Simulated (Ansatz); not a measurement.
Write a Python script for Ansatz's Python interface that makes a phonon calculation by finite displacements of MgTe, space group F-43m. Settings: PBEsol, PAW, cutoff 435 eV, 4×4×4 k-points, fixed occupations.

`mgte.extxyz`
```text
2
Lattice="0.0 3.23199882 3.23199882 3.23199882 0.0 3.23199882 3.23199882 3.23199882 0.0" Properties=species:S:1:pos:R:3 pbc="T T T"
Mg    0.00000000    0.00000000    0.00000000
Te    4.84799824    4.84799824    4.84799824
```

The script, `phonons_mgte.py`:
```python
"""Harmonic phonons of MgTe."""

from pathlib import Path
import warnings

import ansatz
import numpy as np

warnings.simplefilter("ignore", ansatz.DeckWarning)

crystal = ansatz.Crystal.from_extxyz("mgte.extxyz")

# the k mesh has to be a multiple of the supercell
calculation = (
    crystal.calculation()
    .functional("PBEsol")
    .occupations("fixed")
    .basis(16 * ansatz.Ha)
    .pseudopotentials("paw")
    .kpoints(4, 4, 4)
    .phonons("fd", supercell=2, temperatures=(0, 600, 100))
)
result = calculation.run(threads=1, backend="cpu", runs_dir="runs")
folder = Path(result.output_folder) / "results"
ph = result.phonons

for mode, w in enumerate(ph.gamma_omega_inv_cm, start=1):
    print(f"Gamma mode {mode:2d}: {w:8.1f} 1/cm  {w / 33.35641:7.3f} THz")
print(f"{ph.n_members} displaced supercells, sum-rule residual {ph.asr_residual_pre_ev_ang2:.1e} eV/A^2")
sums = ph.harmonic_sums
print(f"zero-point energy {1000 * sums.zero_point_energy_ev:.2f} meV per cell")
t, f_vib = np.asarray(sums.temperatures_k), np.asarray(sums.vibrational_free_energy_ev)
for temperature, value in zip(t, f_vib):
    print(f"T = {temperature:6.0f} K   F_vib = {1000 * value:9.2f} meV per cell")
```

```console
$ python phonons_mgte.py
Gamma mode  1:      0.0 1/cm    0.000 THz
Gamma mode  2:      0.0 1/cm    0.000 THz
Gamma mode  3:      0.0 1/cm    0.000 THz
Gamma mode  4:    233.4 1/cm    6.998 THz
Gamma mode  5:    233.4 1/cm    6.998 THz
Gamma mode  6:    233.4 1/cm    6.998 THz
2 displaced supercells, sum-rule residual 2.0e-04 eV/A^2
zero-point energy 56.86 meV per cell
T =      0 K   F_vib =     56.86 meV per cell
T =    100 K   F_vib =     40.98 meV per cell
T =    200 K   F_vib =     -8.64 meV per cell
T =    300 K   F_vib =    -81.49 meV per cell
T =    400 K   F_vib =   -170.82 meV per cell
T =    500 K   F_vib =   -272.77 meV per cell
T =    600 K   F_vib =   -384.90 meV per cell
```

Notes:
- The cell isn't relaxed first, so the values belong to this volume.
- Energy and stress may still move on a finer k-point mesh.
- A negative frequency stands for an imaginary mode.
- No non-analytic term is added, so at the zone centre the longitudinal optical modes of a polar crystal aren't split off.
- This cell is a computed structure, which may not be the phase found in nature.
- The structure is taken as given and the supercell is small; imaginary modes can come from an unrelaxed or unstable start.
- It ran for 48 s on 1 thread of Arm Neoverse V1, on a shared host, peak memory 1 GiB.
